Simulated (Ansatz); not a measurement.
## How the gap and the level of V_O in HfO2 (P2_1/c) follow the exchange fraction

Question: how much does the share of exact exchange change the (+1/0) level of V_O in HfO2 (P2_1/c), and what does each choice cost? Model: a cell of 96 host atoms with 1 O taken out.

Calculated with Ansatz 0.2.0; plane-wave PAW DFT; relaxations with PBEsol, then single points with PBEsol and PBE0 form with several shares of exact exchange, on supercells at fixed charge in a uniform background.

### 1. Set-up

The cell holds 95 atoms: 32 Hf and 63 O. Its edges and angles: a = 10.192 Å, b = 10.355 Å, c = 10.542 Å, α = 90.0°, β = 99.6°, γ = 90.0°. It derives from HfO2 (space group P2_1/c). Nearest the centre at fractional (0.536, 0.581, 0.420): Hf73 at 2.04 Å, Hf2 at 2.05 Å, Hf87 at 2.13 Å, O90 at 2.53 Å, O22 at 2.57 Å, O92 at 2.79 Å, O81 at 2.79 Å, O11 at 2.81 Å. The cell carries charge +1.

Known beforehand: the electronic dielectric constant, principal values (4.69, 5.07, 5.10), and the static one, principal values (14.94, 18.84, 20.97), computed on the host (DFPT, PBEsol).

The cell's shortest repeat is 10.2 Å.

### 2. Relaxing both charge states, PBEsol

The study needs fixed structures, so each charge is relaxed once, at one point at (¼, ¼, ¼), from small random displacements that break the symmetry of the site.

qp1_M1.relax/input.yaml

```yaml
crystal:
  lattice:
    - [5.09606207, 0.0, -0.00164836]
    - [0.0, 5.17753054, 0.0]
    - [-0.87817712, 0.0, 5.19733713]
  atoms:
    - { symbol: Hf, position: [0.277155, 0.457022, 0.708187] }
    - { symbol: Hf, position: [0.722845, 0.957022, 0.791813] }
    - { symbol: Hf, position: [0.722845, 0.542978, 0.291813] }
    - { symbol: Hf, position: [0.277155, 0.042978, 0.208187] }
    - { symbol: O, position: [0.447132, 0.741797, 0.980022] }
    - { symbol: O, position: [0.552868, 0.241797, 0.519978] }
    - { symbol: O, position: [0.552868, 0.258203, 0.019978] }
    - { symbol: O, position: [0.447132, 0.758203, 0.480022] }
    - { symbol: O, position: [0.071295, 0.337466, 0.340782] }
    - { symbol: O, position: [0.928705, 0.837466, 0.159218] }
    - { symbol: O, position: [0.928705, 0.662534, 0.659218] }
    - { symbol: O, position: [0.071295, 0.162534, 0.840782] }
  supercell: [2, 2, 2]
  defects: [{ vacancy: 83 }]
total_charge: 1
basis:
  ecutwfc: 420
  xc_grid: 2
hamiltonian:
  xc: pbesol
  pseudopotentials: { kind: paw, azcp: { folder: soft_1 }, xc_functional: pbe }
kpoints:
  mp_grid: { grid: [1, 1, 1], shift: [0.25, 0.25, 0.25] }
magnetization:
  spin_polarized: true
  initial_magnetization: 1
  spin_locking: { lock_magnetization: hard }
scf:
  occupations: { method: fixed }
  max_iter: 60
output:
  forces: true
  charged_corrections:
    epsilon: [[5.04, 0.0, 0.14], [0.0, 5.07, 0.0], [0.14, 0.0, 4.75]]
    static_epsilon: [[20.65, 0.0, 1.35], [0.0, 18.84, 0.0], [1.35, 0.0, 15.26]]
    defect_position: [0.535647, 0.581267, 0.420391]
relax:
  f_tol: 0.015
  max_steps: 60
  random_displacement: { amplitude: 0.04, seed: 7726 }
checkpoint:
  write: "../qp1_M1.relax.run"
  compress: false
  write_wavefunctions: true
  write_every: 100000
```

Command:

```sh
$ ansatz run input.yaml --threads 32 --pin off --max-ram 84787MiB --backend cuda --events-out ev --progress --plain --runs-dir out --max-vram 78GiB
```

Numbers of over 12 decimals in the logs are rounded to 6 here.

Log:

```text
[... repeated set-up lines and file paths are left out, and long positions are rounded to six places ...]
Engine: ansatz 0.2.0, aarch64-unknown-linux-gnu
Pseudopotentials: kind: paw
Pseudopotential: Hf, paw, valence charge 26, recommended cutoff 420 eV (normal), soft_1/Hf.paw.azcp
Pseudopotential: O, paw, valence charge 6, recommended cutoff 420 eV (normal), soft_1/O.paw.azcp
Functional definition: PBEsol
  exchange = pbesol_x
  correlation = pbesol_c
[...]
Crystal: 95 atoms, lattice volume = 1096.995 Å³
Basis set: ecut = 420 eV, 21487 PW (Γ), exchange–correlation on 144×144×144 points (8 copies of the dense FFT grid, shifted against one another)
Bands: 726, of which v1, the nominal top of the filled ones, is band 605 counted from 1 (604 counted from 0)
Symmetry: 1 space group operations
k-points: 1
Non-local potential: Hf, projectors of the file, l = 0: 3, l = 1: 2, l = 2: 2, l = 3: 3
Non-local potential: O, projectors of the file, l = 0: 2, l = 1: 2, l = 2: 1
PAW form: soft (Blöchl's): semilocal exchange-correlation on the pseudo side does not see the compensation charge
PAW frozen core: Hf, regenerated for the run's functional, and the local potential with it (the file was generated under x = pbe(κ = 0.804, μ = 0.219515), c = pbe(β = 0.066725))
PAW frozen core: O, regenerated for the run's functional, and the local potential with it (the file was generated under x = pbe(κ = 0.804, μ = 0.219515), c = pbe(β = 0.066725))
PAW one-centre angular grid: Hf, 590 points (default); XC on 64 Gauss nodes
PAW one-centre angular grid: O, 110 points (default); XC on 64 Gauss nodes
Initial density: superposition of atomic densities (chi_scale 0.1, normalization cell, long waves kept (reshape's long-wave potential 0.33 eV rms))
Starting moments: Σ|m| = 1 μB on 95 of 95 sites
Initial wavefunctions: pseudopotential atomic-orbital guess
[...]
Functional: x = pbesol(κ = 0.804, μ = 0.123457), c = pbesol(β = 0.046)
SCF iter   1: F=—  HF=-534711.021288 eV  |Δ(HF+E_count)|=         —  Δρ=4.91e-2 (↑4.86e-2 ↓4.91e-2)  dr2=8.98e1  dr2_m=6.76e-2  M=1.000 μB ∫|m|=1.075 μB  Hψ=3878
preconditioner: auto → Resta (q_TF=auto, 2.773 Å⁻¹)  ε∞=4.9  [insulator: Δε(μ)=0.500 eV  Ē_g=19.103 eV  n_scr=410 (ndim 8)  ℏωp=37.9 eV  f_vac=0.008  ε∞_Penn≈4.9]
spin=Collinear: Resta preconditioning applied to the charge; magnetization (m = ρ↑ − ρ↓) channel mixes plain (no charge-response kernel on spin).
SCF iter   2: F=—  HF=-534694.374723 eV  |Δ(HF+E_count)|=    1.66e1  Δρ=3.01e-2 (↑2.96e-2 ↓3.01e-2)  dr2=3.45e1  dr2_m=4.47e-2  M=1.000 μB ∫|m|=1.073 μB  Hψ=2832
[...]
SCF iter  11: F=-534683.276287 eV  HF=-534683.276286 eV  |Δ(HF+E_count)|=   3.09e-6  Δρ=6.57e-6 (↑6.49e-6 ↓6.57e-6)  dr2=1.66e-6  dr2_m=2.62e-9  M=1.000 μB ∫|m|=1.036 μB  Hψ=5209
SCF 1 converged in 11 iterations: F = -534683.276287 eV  dr2 = 1.66e-6
[...]
relax step   1: F+E_penalty+E_count = -534683.27628686 eV  Δ(F+E_penalty+E_count) = +0.000e0 eV  max|allowed force component| = 2.488e0 eV/Å  Δτ_max = 0.0000 Å  (11 SCF iters, dr2 threshold 5.63e-6 eV, accepted)
[...]
relax step   2: F+E_penalty+E_count = -534684.78182880 eV  Δ(F+E_penalty+E_count) = -1.506e0 eV  max|allowed force component| = 1.675e0 eV/Å  Δτ_max = 0.1946 Å  (7 SCF iters, dr2 threshold 1.00e-4 eV, accepted)
[...]
relax step   4: F+E_penalty+E_count = -534685.32774931 eV  Δ(F+E_penalty+E_count) = -9.366e-3 eV  max|allowed force component| = 6.197e-2 eV/Å  Δτ_max = 0.0681 Å  (7 SCF iters, dr2 threshold 4.73e-7 eV, accepted)
[...]
relax step   6: F+E_penalty+E_count = -534685.32869382 eV  Δ(F+E_penalty+E_count) = -8.242e-8 eV  max|allowed force component| = 1.449e-2 eV/Å  Δτ_max = 0.0000 Å  (2 SCF iters, accepted)
[...]
NSCF: frozen V_eff on 1 k-points
[...]
SCF converged after 2 iterations
Magnetization: 1.0000 μB (605.0000 up, 604.0000 down)
Absolute magnetization: 1.0347 μB (∫|ρ↑−ρ↓|, with the PAW one-centre terms)
Spin contamination: 0.0018 ħ² per cell (⟨S²⟩ above its minimum at these occupations)
Per-site moments (μB) at R_I (Å): [(0.000406295, 0.835114), (0.050256, 0.836050), (0.000470408, 0.838958), [... 6 left out ...]
Free energy (F): -534685.328694 eV
Harris-Foulkes:  -534685.328694 eV  (|F-HF|=9.20e-9)
Internal energy: -534685.328694 eV  (E = F + TS)
E sigma→0 (E₀):  -534685.328694 eV
Fermi energy:    15.370090 (↑ 15.370090, ↓ 12.823250) eV
--- Per-component energies (eV) ---
  E_band       = -1390.192359
  E_kinetic    = 23577.072606
  E_local      = -236695.103447  (includes V_loc(G=0)·N_el)
  E_nonlocal   = 5586.979417
  E_hartree    = 112421.453790
  E_xc         = -12904.670857
  E_vxc        = -13844.866803  (∫ρ·V_xc dr)
  E_paw        = -252421.915740  (= ΣΔE_a)
  E_vpaw       = -4857.237461  (= ΣTr[D̂ρ^β])
  E_aug_tail   = 0.051455  (compensation charges beyond the density's cutoff)
  E_ewald      = -174291.452854
  E_core_change = 42.256936  (= ΣΔE_core)
  E_smearing   = -0.000000  (= −TS)
  E_closure    = 0.000000  (closes the sum)
  E_deformation_potential = 22.315296  (in the stress; not in F)
  Σ components = -534685.328694   (vs F -534685.328694, Δ=0.00e0)
--- Forces (eV/Å), atoms counted from 1 ---
  atom   1  Hf    -0.00258446    -0.00091864    -0.00455117
  atom   2  Hf    -0.00330894     0.00235682    -0.00897465
  [... 4 atoms left out ...]
  [... 89 more lines of this table ...]
  max |Σ_I F_I| component: 6.48e-5 eV/Å
--- Charged-cell corrections in eV (Makov–Payne, q = +1.000 e, ε = [[20.650, 0.000, 1.350], [0.000, 18.840, 0.000], [1.350, 0.000, 15.260]]) ---
  F (periodic)     = -534685.328694  (uncorrected; the corrections below are reported, never added to it)
  E_corr1          = +0.108893  (monopole, q²α_M/2ε̄L, of the cell on which ε is isotropic)
  F Makov-Payne    = -534685.219801  (F + E_corr1; no measured alignment; for a localised charge, not one spread in a band: unchecked)
  no potential alignment in this run, which stands beside a crystal: run the host's input off ansatz write-host-input, and read the two finished runs by ansatz place-levels (neither reads a slab, a wire or a sheet, whose cell leaves a vacuum)
--- Band table (eV) ---
  k-point 0 ↑: bands = ["-47.5306", "-47.4557", "-47.3985", "-47.3848", "-47.3466", "-47.3440", "-47.3424", "-47.3378", "-47.3283", [... rest cut ...]
  k-point 0 ↓: bands = ["-47.4949", "-47.4040", "-47.3965", "-47.3817", "-47.3450", "-47.3431", "-47.3367", "-47.3276", "-47.3263", [... rest cut ...]
--- Relaxed structure (6 steps of the walk, 6 accepted, 0 SCFs on fresh bases) ---
  F+E_penalty+E_count = -534685.32869382 eV   max|allowed force component| = 1.449e-2 eV/Å
  atoms:
    - { symbol: Hf, position: [0.137657, 0.226451, 0.353375] }
    - { symbol: Hf, position: [0.352692, 0.474977, 0.394606] }
    [... 4 atoms left out ...]
  [... 89 more lines of this table ...]
```

Wall time 9.5 s (1 × NVIDIA GB200 with 32 threads of Arm Neoverse V2, shared host); peak memory 2.9 GiB; 29 s of CPU time.

Step by step:

```csv
step,energy less that of the first step (eV),largest force component (eV/Å)
1,0.0000,2.4884
2,-1.5055,1.6749
3,-2.0421,0.0870
4,-2.0515,0.0620
5,-2.0524,0.0145
6,-2.0524,0.0145
```

The atoms that moved most (Å, from the sites as typed, ahead of the random displacement, the mean shift of all atoms taken out):

```csv
atom,dx,dy,dz,length
O90,-0.159,0.003,-0.048,0.167
O81,-0.046,-0.087,0.101,0.141
O11,0.036,0.090,-0.027,0.101
Hf73,0.056,0.074,-0.034,0.099
Hf2,-0.088,-0.038,-0.014,0.097
O35,-0.008,-0.061,0.056,0.083
O22,0.017,0.029,-0.070,0.078
Hf87,0.017,-0.045,0.061,0.078
```

Neighbours of the ideal centre at the end:

```csv
atom,distance (Å)
Hf73,2.140
Hf2,2.143
Hf87,2.208
O90,2.367
O22,2.494
O81,2.658
O11,2.731
O35,2.741
O92,2.747
```

```csv
charge,moment set (μB),steps,largest displacement (Å),time
0,0,6,0.08,8.7 s
+1,1,6,0.17,9.5 s
```

The relaxation ends 22 meV an atom lower than the displaced start, with a largest force component of 0.014 eV/Å.

### 3. First setting: 0 (PBEsol)

Exact exchange opens the gap of the host. A level of a localised state need not follow either band edge, so its distance to each edge changes. The single points sample the zone centre alone.

qp1_M1.a0/input.yaml

```yaml
crystal:
  checkpoint: "../qp1_M1.relax.run"
  host: checkpoint
total_charge: 1
basis:
  ecutwfc: 420
  xc_grid: 2
hamiltonian:
  xc: pbesol
  pseudopotentials: { kind: paw, azcp: { folder: soft_1 }, xc_functional: pbe }
kpoints:
  mp_grid: { grid: [1, 1, 1] }
magnetization:
  spin_polarized: true
  initial_magnetization: 1
  spin_locking: { lock_magnetization: hard }
scf:
  occupations: { method: fixed }
  max_iter: 60
output:
  forces: true
  charged_corrections:
    epsilon: [[5.04, 0.0, 0.14], [0.0, 5.07, 0.0], [0.14, 0.0, 4.75]]
    static_epsilon: [[20.65, 0.0, 1.35], [0.0, 18.84, 0.0], [1.35, 0.0, 15.26]]
    defect_position: [0.535647, 0.581267, 0.420391]
  eigenvalues: true
  eigenstates: { localisation: true }
  efg: {}
checkpoint:
  read: "../qp1_M1.relax.run"
  write: "../qp1_M1.a0.run"
  compress: false
  write_wavefunctions: false
  write_every: 100000
```

Log:

```text
[...]
crystal.checkpoint: the structure is that of <dir>, a `relax` run, at its step 6: its result, under pbesol at a charge of 1 e; 95 atoms read, 0 with a starting moment; crystal.structure_sha256 for this input is
Hf: output.efg is read without spin–orbit coupling, which moves field gradients at and beside such atoms by some per cent and up to a factor of two; PAW files take it under magnetization.noncollinear and magnetization.spin_orbit
[...]
device memory: the entry about to start is reckoned to put 7.7 GiB on a device that reports 169.7 GiB free (of which the cap on the GPU budget leaves the run 78.0 GiB)
GPU FFT provider: cuFFT
GPU libraries: cuBLAS 13.8.1, cuFFT 12.4.0, cuSOLVER 12.3.2
GPU matrix products: emulated (plane waves: as basis.precision tells), large ones in fixed point in workspaces of 1.00 GiB
Crystal: 95 atoms, lattice volume = 1096.995 Å³
Basis set: ecut = 420 eV, 21487 PW (Γ), exchange–correlation on 144×144×144 points (8 copies of the dense FFT grid, shifted against one another)
Bands: 726, of which v1, the nominal top of the filled ones, is band 605 counted from 1 (604 counted from 0)
Symmetry: 1 space group operations
[...]
k-points: 1
[...]
Starting moments: Σ|m| = 1 μB on 95 of 95 sites; this step starts from the density that it was given
[...]
GPU buffer pool allocated for 373248 grid points (all kernels)
GPU transforms: local potential and band sums: pruned to the plane-wave sphere, on 72×72×72
[...]
SCF iter   7: F=-534685.042404 eV  HF=-534685.042404 eV  |Δ(HF+E_count)|=   5.82e-8  Δρ=1.21e-6 (↑1.21e-6 ↓1.18e-6)  dr2=5.89e-8  dr2_m=6.01e-10  M=1.000 μB ∫|m|=1.041 μB  Hψ=7405
SCF 1 converged in 7 iterations: F = -534685.042404 eV  dr2 = 5.89e-8
[...]
SCF converged after 7 iterations
Stability checked in part: among states of this total moment the steps that led to this state did not find it unstable. No probe was made; neither looks for a lower state of another moment (fixed_total_moment; see scf.lower_state_search)
Magnetization: 1.0000 μB (605.0000 up, 604.0000 down)
Absolute magnetization: 1.0425 μB (∫|ρ↑−ρ↓|, with the PAW one-centre terms)
[...]
Per-site moments (μB) at R_I (Å): [(0.000325867, 0.835114), (0.048868, 0.836050), (0.000560494, 0.838958), [... 6 left out ...]
Free energy (F): -534685.042404 eV
[...]
Internal energy: -534685.042404 eV  (E = F + TS)
E sigma→0 (E₀):  -534685.042404 eV
Fermi energy:    15.323448 (↑ 15.323448, ↓ 12.911235) eV
[...]
--- Forces (eV/Å), atoms counted from 1 ---
  atom   1  Hf    -0.00983673    -0.01249136    -0.01198760
  atom   2  Hf    -0.04671392     0.00067907    -0.02445752
  [... 4 atoms left out ...]
  [... 89 more lines of this table ...]
  max |Σ_I F_I| component: 1.36e-5 eV/Å
--- PAW observables at the nuclei: V_zz in 10²¹ V/m², potentials from the cell's mean, atoms counted from 1 ---
  [... 2 lines on atoms farther from the defect left out ...]
  atom   2  Hf V_zz =   +31.863047   η = 0.4196   by run symmetry: allowed
            electrostatic potential = -14184.263616 V   contact ρ = 8663426.815100 e/Å³   contact ρ_s (e/Å³): all electrons +5.302381, valence +5.293862
  [...]
F Makov-Payne    = n/a  (the rows are of the electrons' constant alone; ansatz place-levels tells what screens the charge)
[...]
--- Band table (eV) ---
[...]
```

Elapsed: 5.8 s, on 1 × NVIDIA GB200 with 32 threads; peak memory 2.1 GiB.

Both charges and the host at this setting go to place-levels, which corrects for the image charge and aligns the potentials.

levels.a0.yaml

```yaml
host:
  run: host.a0.run
states: [q0.a0.run, qp1_M1.a0.run]
geometry_from:
  q0.a0.run: q0.relax.run
  qp1_M1.a0.run: qp1_M1.relax.run
  host.a0.run: host.relax.run
chemical_potentials:
  O:
    energy: -558.291301
    dataset: <sha256 of the dataset>
```

Command:

```sh
$ ansatz place-levels levels.a0.yaml -- --threads 32 --pin off --max-ram 84787MiB
```

Log:

```text
(+1/0) 2.965 eV above the valence edge, 1.001 eV under the conduction edge
formation energy of charge +1: +3.465 eV with the Fermi level at the valence edge
formation energy of charge 0: +6.429 eV with the Fermi level at the valence edge
  edges by pbesol, gap 3.965 eV; the host is sampled to repeats of 10.19 Å
  the defect's cells are sampled to repeats of 10.19 Å, like sampling
  charge +1: -534685.0223 eV with its correction of +0.020 eV, at epsilon [[20.65, 0, 1.35], [0, 18.84, 0], [1.35, 0, 15.26]], aligned at sites: -0.0888 eV, mean over 49 atomic sites at or beyond 5.10 Å from the defect at [0.5356, 0.5813, 0.4204], with [...]
  charge 0: +0.000 eV for its dipole among its images, +0.002 omitted
  of states[1] (qp1_M1.a0.run): how wide its charge is, is not read beside other atoms or cores, and a band state would take no correction. [...]
  of states[0] (q0.a0.run): its only k-point is the zone centre, where a defect's energies can be off by tenths of an eV or more: see "From the zone centre to a mesh" in the quickstart
```

The job ended after 0.15 s (32 threads).

At this setting the gap is 3.965 eV and (+1/0) lies 2.965 eV above the valence top.

### 4. The other settings

From the second setting on only the share changes; the first is PBEsol, whose semilocal part differs from that of the hybrids. The next input; the others follow the same pattern (0.2, 0.25, 0.3 and 0.4):

qp1_M1.a10/input.yaml, as its differences from qp1_M1.a0/input.yaml of step 3:

```diff
@@ -8,4 +8,4 @@
 hamiltonian:
-  xc: pbesol
-  pseudopotentials: { kind: paw, azcp: { folder: soft_1 }, xc_functional: pbe }
+  xc: { preset: pbe0, exx: 0.1 }
+  pseudopotentials: { kind: paw, azcp: { folder: soft_1 } }
 kpoints:
@@ -30,3 +30,3 @@
   read: "../qp1_M1.relax.run"
-  write: "../qp1_M1.a0.run"
+  write: "../qp1_M1.a10.run"
   compress: false
```

### 5. Result against cost

Times of the states on 1 × NVIDIA GB200 with 32 threads of Arm Neoverse V2, shared host; the host is run again at each setting, small cells on the processor where the program's card isn't needed:

```csv
share of exact exchange,gap (eV),(+1/0) above the valence top (eV),under the conduction bottom (eV),"time, both charge states","time, host and placing",peak memory of a state (GiB)
0 (PBEsol),3.965,2.965,1.001,8 s,6 s,2.1
0.1,5.004,3.540,1.464,40 s,2.6 min,3.1
0.2,5.958,4.150,1.808,42 s,3 min,3.0
0.25,6.444,4.459,1.985,46 s,3 min,2.9
0.3,6.935,4.771,2.163,47 s,3.4 min,3.1
0.4,7.932,5.405,2.527,61 s,3.6 min,3.1
```

### 6. Summary of results

* (plus 1/0) level, 0 (PBEsol): 2.96 eV
* (plus 1/0) level, 0.1: 3.54 eV
* (plus 1/0) level, 0.2: 4.15 eV
* (plus 1/0) level, 0.25: 4.46 eV
* (plus 1/0) level, 0.3: 4.77 eV
* (plus 1/0) level, 0.4: 5.40 eV
* slope of the gap among the hybrids: 0.98 eV per 0.1 of exact exchange

**Reading.** From a share of 0 (PBEsol) to 0.4 the gap opens from 3.97 to 7.93 eV and (+1/0) moves from 2.96 to 5.40 eV above the valence top. Among the hybrids, by fitted slopes, the level takes 64 % of the gap's opening, between the two edges, as a localised state does. The atoms were held at the semilocal structure, so a distortion that exact exchange would bring is missing. The program warns that hybrid band edges depend on the exchange mesh, which was not varied here; the gaps and slopes may carry that error. Only the charges 0 and +1 were run, each from one start, so (+1/0) need not be a change between stable states. Keep in mind: sampling at the zone centre alone can move energies of charged and open-shell states by tenths of an eV or more in cells of this size; spin–orbit coupling, which can matter with heavy atoms, is left out; the structures are those of PBEsol; force components of up to 0.27 eV/Å remain in a run at the final settings.

[Logs are printed without paths, hosts, clocks, repeated set-up lines and the standing remarks that a program may print on its own settings, such as how far it seeks lower states.]

[Hosts, paths, dates, database ids (printed as entryN), source tags and the programs' standing remarks are cut or masked in the printed files.]

[Where a table of states has a column of steps, it counts the stored structures, which are thinned; the runs took as many ionic steps or more.]

[For some hosts the program warned that the k-mesh of the response run may be too coarse for force constants and the static dielectric constant; such warnings are not shown here.]
